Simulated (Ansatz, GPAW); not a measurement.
# TiO₂ with GLLB-SC from a Python script

These are simulated results from GPAW 26.7.0, not measurements. The cell was built from a prototype and was relaxed with r2SCAN in plane waves (Ansatz 0.2.0). Not every such cell is a known phase. All runs are without spin polarisation.

It is cubic, Fm-3m (No. 225); conventional cell a = 4.794 Å, 9.18 Å³ an atom. Around Ti lie 8 O at 2.08 Å; around O lie 4 Ti at 2.08 Å.

GLLB-SC is a model potential. Its fundamental gap is the Kohn-Sham gap plus a derivative discontinuity, which the script evaluates at the band edges among the listed k points. Its total energy isn't variational and serves nothing here.

Input script:

```python
import json
from ase import Atoms
from gpaw import GPAW, PW, FermiDirac

atoms = Atoms(['Ti', 'O', 'O'],
              cell=[[0.0, 2.39682726, 2.39682726], [2.39682726, 0.0, 2.39682726], [2.39682726, 2.39682726, 0.0]],
              scaled_positions=[[0.0, 0.0, 0.0], [0.25, 0.25, 0.25], [0.75, 0.75, 0.75]],
              pbc=True)
calc = GPAW(mode=PW(400), xc='GLLBSC', kpts={'size': (6, 6, 6), 'gamma': True},
            occupations=FermiDirac(0.02), maxiter=100, legacy_gpaw=True, txt='gpaw.txt')
atoms.calc = calc
res = {'energy': atoms.get_potential_energy(force_consistent=True)}
res['electrons'] = calc.get_number_of_electrons()
res['k'] = calc.get_ibz_k_points().tolist()
res['levels'] = [calc.get_eigenvalues(kpt=i).tolist() for i in range(len(res['k']))]
points = [[0.0, 0.0, 0.0], [0.5, 0.0, 0.5], [0.625, 0.25, 0.625], [0.375, 0.375, 0.75], [0.5, 0.5, 0.5], [0.5, 0.25, 0.75], [0.0, 0.5, 0.5]]
bands = calc.fixed_density(kpts=points, symmetry='off', nbands=round(res['electrons']) // 2 + 6, convergence={'bands': -2}, txt='bands.txt')
res['points'] = [bands.get_eigenvalues(kpt=i).tolist() for i in range(len(points))]
homo, lumo = bands.get_homo_lumo()
potential = calc.hamiltonian.xc.response.calculate_discontinuity_potential(homo, lumo)
res['discontinuity'] = bands.hamiltonian.xc.response.calculate_discontinuity(potential)
json.dump(res, open('results.json', 'w'))
print('free energy (eV):', round(res['energy'], 5))
```

Command: `python run.py`. It took 6.7 s on 1 thread of Arm Neoverse V2, with other jobs on the host, peak memory 0.14 GiB.

The log gpaw.txt, trimmed of paths, versions and times, then the last line on the terminal. An iter line gives the energy in eV and the logarithms of the changes of orbitals (plane waves alone) and density (c: converged):

```
___ ___ ___ _ _ _
 |   |   |_  | | | |

 | | | | | . | | | |

 |__ |  _|___|_____|  26.7.0
 |___|_|

Input parameters:
  kpts: {gamma: True,
         size: (6, 6, 6)}
  maxiter: 100
  mode: {ecut: 400.0,
         name: pw}
  occupations: {fixmagmom: False,
                name: fermi-dirac,
                width: 0.02}
  xc: GLLBSC

System changes: positions, numbers, cell, pbc, initial_charges, initial_magmoms

Initialize ...

species:
  Ti:
    name:    Titanium
    Z:       22.0
    valence: 12
    core:    10
    charge:  0.0  # [|e|]
    compensation charges:
      type: gauss
      rc: 0.38  # [Å]
      lmax: 2
    cutoffs:
      filter: 2.23  # [Å]
      core: 1.02  # [Å]
    projectors
    | kind |    occ | energy [eV] | rcut [Å] |

    |------|--------|-------------|----------|

    |   3s |  2.000 |     -63.580 |    1.270 |

    |   4s |  2.000 |      -5.548 |    1.270 |

    |   3p |  6.000 |     -39.642 |    1.058 |

    |   4p |  0.000 |      -2.267 |    1.058 |

    |   3d |  2.000 |      -4.692 |    1.058 |

    |    d |        |      22.520 |    1.058 |

    Using partial waves for Ti as LCAO basis

  O:
    name:    Oxygen
    Z:       8.0
    valence: 6
    core:    2
    charge:  0.0  # [|e|]
    compensation charges:
      type: gauss
      rc: 0.21  # [Å]
      lmax: 2
    cutoffs:
      filter: 1.17  # [Å]
      core: 0.83  # [Å]
    projectors
    | kind |    occ | energy [eV] | rcut [Å] |

    |------|--------|-------------|----------|

    |   2s |  2.000 |     -28.986 |    0.688 |

    |   2p |  4.000 |     -13.358 |    0.598 |

    |    s |        |      -1.774 |    0.688 |

    |    p |        |      13.853 |    0.598 |

    |    d |        |       0.000 |    0.619 |

    Using partial waves for O as LCAO basis

Reference energy: -27264.691935  # eV

Spin-paired calculation

Convergence criteria:
 Maximum [total energy] change in last 3 cyles: 0.0005 eV / valence electron
 Maximum integral of absolute [dens]ity change: 0.0001 electrons / valence electron
 Maximum integral of absolute [eigenst]ate change: 4e-08 eV^2 / valence electron
 Maximum number of scf [iter]ations: 100
 (Square brackets indicate name in SCF output, whereas a 'c' in
 the SCF output indicates the quantity has converged.)

Symmetries present (total): 48

  ( 1  0  0)  ( 1  0  0)  ( 1  0  0)  ( 1  0  0)  ( 1  0 -1)  ( 1  0 -1)
  ( 1  0 -1)  ( 1 -1  0)  ( 0  1  0)  ( 0  0  1)  ( 1  0  0)  ( 1 -1  0)
  ( 1 -1  0)  ( 1  0 -1)  ( 0  0  1)  ( 0  1  0)  ( 1 -1  0)  ( 1  0  0)

  ( 1  0 -1)  ( 1  0 -1)  ( 1 -1  0)  ( 1 -1  0)  ( 1 -1  0)  ( 1 -1  0)
  ( 0  1 -1)  ( 0  0 -1)  ( 1  0  0)  ( 1  0 -1)  ( 0 -1  1)  ( 0 -1  0)
  ( 0  0 -1)  ( 0  1 -1)  ( 1  0 -1)  ( 1  0  0)  ( 0 -1  0)  ( 0 -1  1)

  ( 0  1  0)  ( 0  1  0)  ( 0  1  0)  ( 0  1  0)  ( 0  1 -1)  ( 0  1 -1)
  ( 1  0  0)  ( 0  1 -1)  ( 0  0  1)  (-1  1  0)  ( 1  0 -1)  ( 0  1  0)
  ( 0  0  1)  (-1  1  0)  ( 1  0  0)  ( 0  1 -1)  ( 0  0 -1)  (-1  1  0)

  ( 0  1 -1)  ( 0  1 -1)  ( 0  0  1)  ( 0  0  1)  ( 0  0  1)  ( 0  0  1)
  ( 0  0 -1)  (-1  1  0)  ( 1  0  0)  ( 0  1  0)  ( 0 -1  1)  (-1  0  1)
  ( 1  0 -1)  ( 0  1  0)  ( 0  1  0)  ( 1  0  0)  (-1  0  1)  ( 0 -1  1)
[... 7 lines left out ...]
  ( 1 -1  0)  ( 0  0  1)  ( 0 -1  1)  (-1  0  0)  ( 1 -1  0)  ( 0  0 -1)

  (-1  1  0)  (-1  1  0)  (-1  1  0)  (-1  1  0)  (-1  0  1)  (-1  0  1)
  ( 0  1  0)  ( 0  1 -1)  (-1  0  1)  (-1  0  0)  ( 0  0  1)  ( 0 -1  1)
  ( 0  1 -1)  ( 0  1  0)  (-1  0  0)  (-1  0  1)  ( 0 -1  1)  ( 0  0  1)

  (-1  0  1)  (-1  0  1)  (-1  0  0)  (-1  0  0)  (-1  0  0)  (-1  0  0)
  (-1  1  0)  (-1  0  0)  ( 0  0 -1)  ( 0 -1  0)  (-1  1  0)  (-1  0  1)
  (-1  0  0)  (-1  1  0)  ( 0 -1  0)  ( 0  0 -1)  (-1  0  1)  (-1  1  0)

216 k-points: 6 x 6 x 6 Monkhorst-Pack grid + [1/12,1/12,1/12]
16 k-points in the irreducible part of the Brillouin zone
       k-points in crystal coordinates                weights
   0:     0.00000000    0.00000000    0.00000000          1/216
   1:     0.16666667    0.16666667    0.00000000          6/216
   2:     0.16666667    0.16666667    0.16666667          8/216
   3:     0.33333333    0.16666667    0.16666667         12/216
   4:     0.33333333    0.33333333   -0.33333333         12/216
   5:     0.33333333    0.33333333    0.00000000          6/216
   6:     0.33333333    0.33333333    0.16666667         24/216
   7:     0.33333333    0.33333333    0.33333333          8/216
   8:     0.50000000    0.33333333   -0.33333333         24/216
   9:     0.50000000    0.33333333   -0.16666667         12/216
          ...
  15:     0.50000000    0.50000000    0.50000000          4/216

Wave functions: Plane wave expansion
  Cutoff energy: 400.000 eV
  Number of coefficients (min, max): 489, 531
  Pulay-stress correction: 0.000000 eV/Ang^3 (de/decut=0.000000)
  Using FFTW library
  ScaLapack parameters: grid=1x1, blocksize=None
  Wavefunction extrapolation:
    Improved wavefunction reuse through dual PAW basis

Occupation numbers: Fermi-Dirac:
  width: 0.0200  # eV

Eigensolver
   Davidson(niter=2)

Densities:
  Coarse grid: 16*16*16 grid
  Fine grid: 32*32*32 grid
  Total Charge: 0.000000

Density mixing:
  Method: separate
  Backend: msr1
  Linear mixing parameter: 0.05
  old densities: 10
  Width of damping distribution: 1.1
  Damping of long wavelength oscillations: 20

Hamiltonian:
  XC and Coulomb potentials evaluated on a 32*32*32 grid
  Using the GLLBSC Exchange-Correlation functional
  External potential:
    NoExternalPotential

XC parameters: GLLBSC functional being used consists of
  -----------------------------------------------------------------------
  | Weight | Module     | Description                                   |

  -----------------------------------------------------------------------
  |  1.000 | SCREENING  | GGA_X_PBE_SOL with 2 nearest neighbor stencil |

  |  1.000 | RESPONSE   | eps=0.0500 eV                                 |

  |  1.000 | XC         | GGA_C_PBE_SOL with 2 nearest neighbor stencil |

  -----------------------------------------------------------------------

Memory estimate:
  Process memory now: 111.54 MiB
  Calculator: 7.08 MiB
    Density: 2.10 MiB
      Arrays: 0.81 MiB
      Localized functions: 0.66 MiB
      Mixer: 0.62 MiB
    Hamiltonian: 0.55 MiB
      Arrays: 0.53 MiB
      XC: 0.00 MiB
      Poisson: 0.00 MiB
      vbar: 0.02 MiB
    Wavefunctions: 4.43 MiB
      Arrays psit_nG: 2.46 MiB
      Eigensolver: 0.25 MiB
      Projections: 0.20 MiB
      Projectors: 1.23 MiB
      PW-descriptor: 0.29 MiB

Total number of cores used: 1

Number of atoms: 3
Number of atomic orbitals: 21
Number of bands in calculation: 19
Number of valence electrons: 24
Bands to converge: occupied

... initialized

Initializing position-dependent things.

Density initialized from atomic densities
Creating initial wave functions:
  19 bands from LCAO basis set
Positions:
   0 Ti     0.000000    0.000000    0.000000    ( 0.0000,  0.0000,  0.0000)
   1 O      1.198414    1.198414    1.198414    ( 0.0000,  0.0000,  0.0000)
   2 O      3.595241    3.595241    3.595241    ( 0.0000,  0.0000,  0.0000)

Unit cell:
           periodic     x           y           z      points  spacing
  1. axis:    yes    0.000000    2.396827    2.396827    16     0.1730
  2. axis:    yes    2.396827    0.000000    2.396827    16     0.1730
  3. axis:    yes    2.396827    2.396827    0.000000    16     0.1730

  Lengths:   3.389626   3.389626   3.389626
  Angles:   60.000000  60.000000  60.000000

Effective grid spacing dv^(1/3) = 0.1887

iter:   1   -34.010494
iter:   2   -31.688564   -1.17  -0.88
iter:   3   -22.625101   -0.43  -0.90
iter:   4   -22.665457   -1.57  -1.03
iter:   5   -23.227773   -0.97  -1.34
iter:   6   -22.414952   -2.09  -1.31
iter:   7   -21.945362   -1.81  -1.68
iter:   8   -21.975893   -3.14  -2.83
iter:   9   -21.982928   -4.79  -3.33
iter:  10   -21.984034c  -5.37  -3.40
iter:  11   -21.988336c  -6.01  -3.56
iter:  12   -21.989173c  -6.26  -4.56c
iter:  13   -21.988375c  -7.93c -4.48c

Converged after 13 iterations.

Energy contributions relative to reference atoms: (reference = -27264.691935)

Kinetic:         +9.379682
Potential:       -8.970191
External:        +0.000000
XC:             -22.508641
Entropy (-ST):   -0.000000
Local:           +0.110775
SIC:             +0.000000
--------------------------
Free energy:    -21.988375
Extrapolated:   -21.988375

GLLBSC response reference energy: 6.54206 eV (from HOMO)

Showing only first 2 kpts
 Kpt  Band  Eigenvalues  Occupancy
  0    10      5.49130    2.00000
  0    11      5.49130    2.00000
  0    12      8.65383    0.00000
  0    13      8.65383    0.00000

  1    10      5.47029    2.00000
  1    11      5.47036    2.00000
  1    12      8.83189    0.00000
  1    13      9.20748    0.00000

Fermi level: 8.18058

Gap: 2.111 eV
Transition (v -> c):
  (s=0, k=12, n=11, [0.50, 0.50, 0.00]) -> (s=0, k=0, n=12, [0.00, 0.00, 0.00])
Direct/indirect transitions are different
Direct gap: 2.696 eV
Transition at: (s=0, k=12, n=11, [0.50, 0.50, 0.00])

free energy (eV): -21.98838
```

The gap in the log is over the mesh alone; results.json adds the listed points. GLLB-SC gives a gap of 2.59 eV (2.111 eV Kohn-Sham over the listed points plus 0.480 eV discontinuity). On the same cell, plane-wave PBE (Ansatz, 10×10×10 k points and the special points) gives a gap of 1.14 eV and r2SCAN a gap of 1.51 eV; on shared hosts these took about 1.4 and 4.2 core-seconds on the 3-atom cell, against 6.7 for the script. Semilocal gaps usually lie below measured ones.
